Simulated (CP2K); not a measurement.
Runs of CP2K 2026.2 on TaN. The structure is cubic, space group Pm-3m (No. 221). The conventional cell has a = 2.732 Å, b = 2.732 Å, c = 2.732 Å, α = 90.00°, β = 90.00°, γ = 90.00°. Ta (site symmetry m-3m) has 8 N at 2.37 Å as nearest neighbours. N (site symmetry m-3m) is surrounded by 8 Ta at 2.37 Å. The cell comes from a database or a generator and needn't be the stable form of this composition.

```tsv
level	gap on the mesh (eV)	pressure (GPa)
PBEsol	none	(b)
M06-L	none	3.2
HLE16	none	-65.8
revPBE	none	4.8
LDA	none	(a)
```

Alike in all rows: task single point; potentials or basis POTENTIAL_UZH Ta GTH-PBE-q13, N GTH-PBE-q5; TZVP-MOLOPT-PBE-GTH basis; no spin polarisation; cell as given; k mesh 10 × 10 × 10; smearing fermi-dirac 0.05 eV.

**Question.** Estimate the missing entries.

**Answer.** (a) -9.5; (b) -5.7.

Caveats: the potentials were made for another functional, which shifts forces and pressure; the basis of atomic orbitals isn't converged, which shifts pressures, moduli and gaps; the potentials were made for a functional far from this one (some runs); the cell as given lies far from equilibrium (some runs).

A k mesh can miss the band edges, and the runs leave out spin-orbit coupling on Ta.

A gap of «none» marks a metal or a gap under the smearing width.

Runs at the PBE level aren't shown here.
